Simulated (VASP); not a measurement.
# GW on BeTe: a test of the settings, part 2 of 2

Aim: test the GW correction to the gap of BeTe. The starting structure is a computed structure from the Materials Project. Cell and atoms stay as given.

VASP 6.6.1.

Results so far: G0W0 (response cutoff 100 eV, 4×4×4 mesh) 2.68 eV; G0W0 (response cutoff 160 eV, 4×4×4 mesh) 2.80 eV; G0W0 (response cutoff 240 eV, 4×4×4 mesh) 2.86 eV.

**5. GW0 with iterated eigenvalues (response cutoff 160 eV, 4×4×4 mesh)**

Level of this step: evGW0 on LDA; plane waves and PAW (Te_GW, Be_GW) (VASP).

It reads the orbitals and their derivatives (WAVECAR and WAVEDER) of a run with the empty bands, which follows a ground-state run; neither is shown.

Contents of INCAR:

```
SYSTEM = BeTe
PREC = Accurate
ENCUT = 300
ISMEAR = 0
SIGMA = 0.01
LREAL = .FALSE.
GGA = CA
NBANDS = 212
ALGO = EVGW0
NELMGW = 4
ENCUTGW = 160
NOMEGA = 40
PRECFOCK = Fast
NBANDSGW = 12
LWAVE = .FALSE.
LCHARG = .FALSE.
```

Contents of POSCAR:

```
BeTe
1.0
    0.0000000000      2.8314587876      2.8314587876
    2.8314587876      0.0000000000      2.8314587876
    2.8314587876      2.8314587876      0.0000000000
Te Be
1 1
Direct
    0.2500000000      0.2500000000      0.2500000000
    0.0000000000      0.0000000000      0.0000000000
```

Contents of KPOINTS:

```
Automatic mesh
0
Gamma
4 4 4
0 0 0
```

The projector-augmented-wave data sets are Te_GW and Be_GW (LDA family, release 64).

On the command line:

```console
> mpirun -np 4 vasp_std
```

The log of the run:

```text
[banner, memory and clock lines left out]
running    4 mpi-ranks, on    1 nodes
[...]
[... a notice as in an earlier step ...]

 LDA part: xc-table for (Slater(with rela. corr.)+CA(PZ))
 , standard interpolation
 found WAVECAR, reading the header
 POSCAR, INCAR and KPOINTS ok, starting setup
[...]
reading WAVECAR
 the WAVECAR file was read successfully
 initial charge from wavefunction
 available memory per node:    171.53 GB, setting MAXMEM to    175645

 The Fermi energy was updated, please check that it is located mid-gap
 values below the HOMO (VB) or above the LUMO (CB) will cause erroneous energies
 E-fermi :   5.5070

 calculate exact exchange contribution
 the WAVEDER file was read successfully
energies w=
    0.000    0.000    0.818    0.000    1.630    0.000    2.434    0.000
    3.225    0.000    4.000    0.000    4.759    0.000    5.501    0.000
    6.227    0.000    6.938    0.000    7.636    0.000    8.324    0.000
[...]
total number of BLAS operations        223.80 Gflops
NQ=   4    0.2500    0.2500    0.0000,
|.........|.........|.........|.........|.........|.........|.........|.........
 performed        973000 updates of chi_q(r,r)
 total number of BLAS operations        318.35 Gflops
NQ=   5    0.5000    0.2500    0.0000,
|.........|.........|.........|.........|.........|.........|.........|.........
 performed       1374000 updates of chi_q(r,r)
 total number of BLAS operations        461.39 Gflops
NQ=   6   -0.2500    0.2500    0.0000,
|.........|.........|.........|.........|.........|.........|.........|.........
 performed       1734000 updates of chi_q(r,r)
 total number of BLAS operations        588.71 Gflops
NQ=   7    0.5000    0.5000    0.0000,
|.........|.........|.........|.........|.........|.........|.........|.........
 performed       1952000 updates of chi_q(r,r)
 total number of BLAS operations        674.84 Gflops
NQ=   8   -0.2500    0.5000    0.2500,
|.........|.........|.........|.........|.........|.........|.........|.........
 performed       2231000 updates of chi_q(r,r)
 total number of BLAS operations        771.57 Gflops
 resolving degeneracies of screened two electron integrals

 calculate QP shifts <psi_nk| G(iteration)W_0 |psi_nk>: iteration 4
 entering main loop
```

It took 6.6 min on 4 MPI ranks of AMD EPYC 7R43, shared host; peak memory 0.68 GiB.

Parts of OUTCAR (step 5):

```text
 QP shifts <psi_nk| G(iteration)W_0 |psi_nk>: iteration 2
 k-point   1 :       0.0000    0.0000    0.0000
  band No. old QP-enery  QP-energies   sigma(KS)   T+V_ion+V_H  V^pw_x(r,r')   Z            occupation Imag(sigma)
      1      -8.3777      -8.5482     -11.9967       3.3783     -17.5964       0.7085       2.0000       1.1887
      2       3.9586       3.8692     -12.0051      15.8497     -12.9442       0.7841       2.0000       0.0610
      3       3.9586       3.8692     -12.0051      15.8497     -12.9442       0.7841       2.0000       0.0610
      4       3.9586       3.8692     -12.0051      15.8497     -12.9442       0.7841       2.0000       0.0610
      5       8.6409       8.7049      -9.0305      17.7545      -4.6966       0.7697       0.0000      -0.1155
      6       8.6409       8.7049      -9.0305      17.7545      -4.6966       0.7697       0.0000      -0.1155
      7       8.6409       8.7049      -9.0305      17.7545      -4.6966       0.7697       0.0000      -0.1155
      8       8.6409       8.7049      -9.0305      17.7545      -4.6966       0.7697       0.0000      -0.1155
    ...

 QP shifts <psi_nk| G(iteration)W_0 |psi_nk>: iteration 3
 k-point   1 :       0.0000    0.0000    0.0000
  band No. old QP-enery  QP-energies   sigma(KS)   T+V_ion+V_H  V^pw_x(r,r')   Z            occupation Imag(sigma)
      1      -8.5482      -8.5899     -11.9856       3.3783     -17.5964       0.7056       2.0000       1.1925
      2       3.8692       3.8546     -11.9992      15.8497     -12.9442       0.7847       2.0000       0.0612
      3       3.8692       3.8546     -11.9992      15.8497     -12.9442       0.7847       2.0000       0.0612
      4       3.8692       3.8546     -11.9992      15.8497     -12.9442       0.7847       2.0000       0.0612
      5       8.7049       8.7138      -9.0380      17.7545      -4.6966       0.7701       0.0000      -0.1159
      6       8.7049       8.7138      -9.0380      17.7545      -4.6966       0.7701       0.0000      -0.1159
      7       8.7049       8.7138      -9.0380      17.7545      -4.6966       0.7701       0.0000      -0.1159
      8       8.7049       8.7138      -9.0380      17.7545      -4.6966       0.7701       0.0000      -0.1159
    ...

 QP shifts <psi_nk| G(iteration)W_0 |psi_nk>: iteration 4
 k-point   1 :       0.0000    0.0000    0.0000
  band No. old QP-enery  QP-energies   sigma(KS)   T+V_ion+V_H  V^pw_x(r,r')   Z            occupation Imag(sigma)
      1      -8.5899      -8.5999     -11.9824       3.3783     -17.5964       0.7053       2.0000       1.1941
      2       3.8546       3.8519     -11.9985      15.8497     -12.9442       0.7848       2.0000       0.0612
      3       3.8546       3.8519     -11.9985      15.8497     -12.9442       0.7848       2.0000       0.0612
      4       3.8546       3.8519     -11.9985      15.8497     -12.9442       0.7848       2.0000       0.0612
      5       8.7138       8.7150      -9.0391      17.7545      -4.6966       0.7701       0.0000      -0.1159
      6       8.7138       8.7150      -9.0391      17.7545      -4.6966       0.7701       0.0000      -0.1159
      7       8.7138       8.7150      -9.0391      17.7545      -4.6966       0.7701       0.0000      -0.1159
      8       8.7138       8.7150      -9.0391      17.7545      -4.6966       0.7701       0.0000      -0.1159
    ...

[... 3 parts as in an earlier step ...]

[... 1 further part left out ...]
[key lines of the parts left out:]
E-fermi :   5.5070
```

GW0 with iterated eigenvalues (response cutoff 160 eV, 4×4×4 mesh): the quasiparticle gap on this mesh is 2.953 eV, +1.060 eV from the LDA gap on the same points, with 212 bands.

**6. G0W0 (response cutoff 100 eV, 5×5×5 mesh)**

It reads the orbitals and their derivatives (WAVECAR and WAVEDER) of a run with the empty bands, which follows a ground-state run; neither is shown.

Edit INCAR of step 5 so:

```diff
@@ -7,6 +7,6 @@
 GGA = CA
-NBANDS = 212
+NBANDS = 104
 ALGO = EVGW0
-NELMGW = 4
-ENCUTGW = 160
+NELMGW = 1
+ENCUTGW = 100
 NOMEGA = 40
```

POSCAR is that of step 5.

Contents of KPOINTS:

```
Automatic mesh
0
Gamma
5 5 5
0 0 0
```

On the command line:

```console
> mpirun -np 4 vasp_std
```

The log of the run:

```text
[banner, memory and clock lines left out]
running    4 mpi-ranks, on    1 nodes
[...]
[... a notice as in an earlier step ...]

 LDA part: xc-table for (Slater(with rela. corr.)+CA(PZ))
 , standard interpolation
 found WAVECAR, reading the header
 POSCAR, INCAR and KPOINTS ok, starting setup
[...]
reading WAVECAR
 the WAVECAR file was read successfully
 initial charge from wavefunction
 available memory per node:    179.77 GB, setting MAXMEM to    184081

 The Fermi energy was updated, please check that it is located mid-gap
 values below the HOMO (VB) or above the LUMO (CB) will cause erroneous energies
 E-fermi :   5.5587

 calculate exact exchange contribution
 the WAVEDER file was read successfully
energies w=
    0.000    0.000    0.741    0.000    1.478    0.000    2.207    0.000
    2.924    0.000    3.627    0.000    4.315    0.000    4.987    0.000
    5.645    0.000    6.290    0.000    6.923    0.000    7.547    0.000
[...]
total number of BLAS operations        104.54 Gflops
NQ=   6   -0.4000    0.2000    0.0000,
|.........|.........|.........|.........|.........|.........|.........|.........
 performed       1524000 updates of chi_q(r,r)
 total number of BLAS operations        133.27 Gflops
NQ=   7   -0.2000    0.2000    0.0000,
|.........|.........|.........|.........|.........|.........|.........|.........
 performed       1836000 updates of chi_q(r,r)
 total number of BLAS operations        158.75 Gflops
NQ=   8    0.4000    0.4000    0.0000,
|.........|.........|.........|.........|.........|.........|.........|.........
 performed       2068000 updates of chi_q(r,r)
 total number of BLAS operations        178.85 Gflops
NQ=   9   -0.4000    0.4000    0.0000,
|.........|.........|.........|.........|.........|.........|.........|.........
 performed       2380000 updates of chi_q(r,r)
 total number of BLAS operations        204.83 Gflops
NQ=  10   -0.4000    0.4000    0.2000,
|.........|.........|.........|.........|.........|.........|.........|.........
 performed       2772000 updates of chi_q(r,r)
 total number of BLAS operations        239.41 Gflops
 resolving degeneracies of screened two electron integrals

 calculate QP shifts <psi_nk| G(iteration)W_0 |psi_nk>: iteration 1
 entering main loop
```

Run time: 1.9 min. Hardware: 4 MPI ranks; peak memory 0.57 GiB.

OUTCAR, selected parts (step 6):

```text
 QP shifts <psi_nk| G(iteration)W_0 |psi_nk>: iteration 1
 for sc-GW calculations column KS-energies equals QP-energies in previous step
 and V_xc(KS)=  KS-energies - (<T + V_ion + V_H > + <T+V_H+V_ion>^1  + <V_x>^1)
 k-point   1 :       0.0000    0.0000    0.0000
  band No.  KS-energies  QP-energies   sigma(KS)   V_xc(KS)     V^pw_x(r,r')   Z            occupation Imag(sigma)
      1      -7.6694      -8.1743     -11.7526     -11.0341     -17.6021       0.7029       2.0000       1.1979
      2       4.5451       4.1306     -11.8169     -11.2874     -12.8136       0.7827       2.0000       0.0698
      3       4.5451       4.1306     -11.8169     -11.2874     -12.8136       0.7827       2.0000       0.0698
      4       4.5451       4.1306     -11.8169     -11.2874     -12.8136       0.7827       2.0000       0.0698
      5       8.1470       8.9087      -8.8433      -9.8278      -4.7685       0.7736       0.0000      -0.0914
      6       8.1519       8.6964      -8.8149      -9.5253      -4.7738       0.7663       0.0000      -0.0930
      7       8.1519       8.6964      -8.8149      -9.5253      -4.7738       0.7663       0.0000      -0.0930
      8       8.1519       8.6964      -8.8149      -9.5253      -4.7738       0.7663       0.0000      -0.0930
    ...

[... 1 part as in an earlier step ...]

[... 2 further parts left out ...]
[key lines of the parts left out:]
E-fermi :   5.5587
```

G0W0 (response cutoff 100 eV, 5×5×5 mesh): the quasiparticle gap on this mesh is 2.831 eV, +0.804 eV from the LDA gap on the same points, with 104 bands.

**7. G0W0 (response cutoff 100 eV, 4×4×4 mesh, 8 empty bands)**

It reads the orbitals and their derivatives (WAVECAR and WAVEDER) of a run with the empty bands, which follows a ground-state run; neither is shown.

Edit INCAR of step 6 so:

```diff
@@ -7,3 +7,3 @@
 GGA = CA
-NBANDS = 104
+NBANDS = 12
 ALGO = EVGW0
```

POSCAR is that of step 6.

Contents of KPOINTS:

```
Automatic mesh
0
Gamma
4 4 4
0 0 0
```

On the command line:

```console
> mpirun -np 4 vasp_std
```

The log of the run:

```text
[banner, memory and clock lines left out]
running    4 mpi-ranks, on    1 nodes
[...]
[... a notice as in an earlier step ...]

 LDA part: xc-table for (Slater(with rela. corr.)+CA(PZ))
 , standard interpolation
 found WAVECAR, reading the header
 POSCAR, INCAR and KPOINTS ok, starting setup
[...]
reading WAVECAR
 the WAVECAR file was read successfully
 initial charge from wavefunction
 available memory per node:    173.02 GB, setting MAXMEM to    177171

 The Fermi energy was updated, please check that it is located mid-gap
 values below the HOMO (VB) or above the LUMO (CB) will cause erroneous energies
 E-fermi :   5.5070

 calculate exact exchange contribution
 the WAVEDER file was read successfully
energies w=
    0.000    0.000    0.790    0.000    1.574    0.000    2.350    0.000
    3.114    0.000    3.863    0.000    4.596    0.000    5.312    0.000
    6.013    0.000    6.699    0.000    7.374    0.000    8.039    0.000
[...]
total number of BLAS operations          3.04 Gflops
NQ=   4    0.2500    0.2500    0.0000,
|.........|.........|.........|.........|.........|.........|.........|.........
 performed         46000 updates of chi_q(r,r)
 total number of BLAS operations          4.22 Gflops
NQ=   5    0.5000    0.2500    0.0000,
|.........|.........|.........|.........|.........|.........|.........|.........
 performed         66000 updates of chi_q(r,r)
 total number of BLAS operations          6.02 Gflops
NQ=   6   -0.2500    0.2500    0.0000,
|.........|.........|.........|.........|.........|.........|.........|.........
 performed         84000 updates of chi_q(r,r)
 total number of BLAS operations          7.41 Gflops
NQ=   7    0.5000    0.5000    0.0000,
|.........|.........|.........|.........|.........|.........|.........|.........
 performed         94000 updates of chi_q(r,r)
 total number of BLAS operations          8.39 Gflops
NQ=   8   -0.2500    0.5000    0.2500,
|.........|.........|.........|.........|.........|.........|.........|.........
 performed        107000 updates of chi_q(r,r)
 total number of BLAS operations          9.68 Gflops
 resolving degeneracies of screened two electron integrals

 calculate QP shifts <psi_nk| G(iteration)W_0 |psi_nk>: iteration 1
 entering main loop
```

It took 14 s on 4 MPI ranks; peak memory 0.36 GiB; 54 s of CPU time.

Parts of OUTCAR (step 7):

```text
 QP shifts <psi_nk| G(iteration)W_0 |psi_nk>: iteration 1
 for sc-GW calculations column KS-energies equals QP-energies in previous step
 and V_xc(KS)=  KS-energies - (<T + V_ion + V_H > + <T+V_H+V_ion>^1  + <V_x>^1)
 k-point   1 :       0.0000    0.0000    0.0000
  band No.  KS-energies  QP-energies   sigma(KS)   V_xc(KS)     V^pw_x(r,r')   Z            occupation Imag(sigma)
      1      -7.6539      -7.7160     -11.1164     -11.0322     -17.5964       0.7384       2.0000       1.6464
      2       4.5605       5.1355     -10.5701     -11.2893     -12.9442       0.7996       2.0000       0.0777
      3       4.5605       5.1355     -10.5701     -11.2893     -12.9442       0.7996       2.0000       0.0777
      4       4.5605       5.1355     -10.5701     -11.2893     -12.9442       0.7996       2.0000       0.0777
      5       8.1570       9.7462      -7.5741      -9.5975      -4.6966       0.7854       0.0000      -0.1004
      6       8.1570       9.7462      -7.5741      -9.5975      -4.6966       0.7854       0.0000      -0.1004
      7       8.1570       9.7462      -7.5741      -9.5975      -4.6966       0.7854       0.0000      -0.1004
      8       8.1570       9.7462      -7.5741      -9.5975      -4.6966       0.7854       0.0000      -0.1004
    ...

[... 1 part as in an earlier step ...]

[... 2 further parts left out ...]
[key lines of the parts left out:]
E-fermi :   5.5070
```

G0W0 (response cutoff 100 eV, 4×4×4 mesh, 8 empty bands): the quasiparticle gap on this mesh is 2.508 eV, +0.615 eV from the LDA gap on the same points, with 12 bands.

**8. The runs compared**

```
                                                               run  LDA gap on the mesh (eV)  GW gap (eV)  correction (eV)  bands
                         G0W0 (response cutoff 100 eV, 4×4×4 mesh)                     1.893        2.682            0.789    104
                         G0W0 (response cutoff 160 eV, 4×4×4 mesh)                     1.893          2.8            0.907    212
                         G0W0 (response cutoff 240 eV, 4×4×4 mesh)                     1.893        2.862            0.969    384
GW0 with iterated eigenvalues (response cutoff 160 eV, 4×4×4 mesh)                     1.893        2.953             1.06    212
                         G0W0 (response cutoff 100 eV, 5×5×5 mesh)                     2.027        2.831            0.804    104
          G0W0 (response cutoff 100 eV, 4×4×4 mesh, 8 empty bands)                     1.893        2.508            0.615     12
```

**9. Summary of results**

```yaml
gap_g0w0_response_cutoff_100_ev_4x4x4_mesh: 2.682 eV
gap_g0w0_response_cutoff_160_ev_4x4x4_mesh: 2.800 eV
gap_g0w0_response_cutoff_240_ev_4x4x4_mesh: 2.862 eV
gap_gw0_with_iterated_eigenvalues_response_cutoff_160_ev_4x4x4_mesh: 2.953 eV
gap_g0w0_response_cutoff_100_ev_5x5x5_mesh: 2.831 eV
gap_g0w0_response_cutoff_100_ev_4x4x4_mesh_8_empty_bands: 2.508 eV
```

**Reading.** The correction to the LDA gap of BeTe is +0.789 eV at a response cutoff of 100 eV, +0.907 eV at a response cutoff of 160 eV, +0.969 eV at a response cutoff of 240 eV. The number of bands rises with the cutoff. On a 5×5×5 mesh in place of 4×4×4 the correction is +0.804 eV against +0.789 eV. The LDA gap lies between other k-points on the two meshes (0.0000 0.0000 0.0000 to 0.4000 0.4000 0.0000 against 0.0000 0.0000 0.0000 to 0.5000 0.5000 0.0000), so the two corrections belong to different transitions. Iterating the eigenvalues in G raises the gap by +0.153 eV. With 8 empty bands alone, a slip made on purpose, the correction is +0.615 eV against +0.789 eV. Errors of the two band edges can cancel in a gap, so a value close to the better runs would prove nothing. Spin-orbit coupling is left out, which with elements this heavy can change the gap by tenths of an eV or more. From a response cutoff of 160 to 240 eV the correction still moves by +0.062 eV, so cutoff and bands aren't shown to be converged. The LDA gap along the bands, from another run on this structure, is 1.905 eV. On the 4×4×4 mesh it is 1.893 eV, so this mesh comes close to the edges. On the 5×5×5 mesh it is 2.027 eV, so this mesh misses the band edges. Further runs on this material are not shown.

[Lines on the potential files, build, host, timing and source positions are cut from VASP's logs without a mark.]

[Logs are printed without paths, hosts, clocks, repeated set-up lines and the standing remarks that a program may print on its own settings, such as how far it seeks lower states.]

[Hosts, paths, dates, database ids (printed as entryN), source tags and the programs' standing remarks are cut or masked in the printed files.]
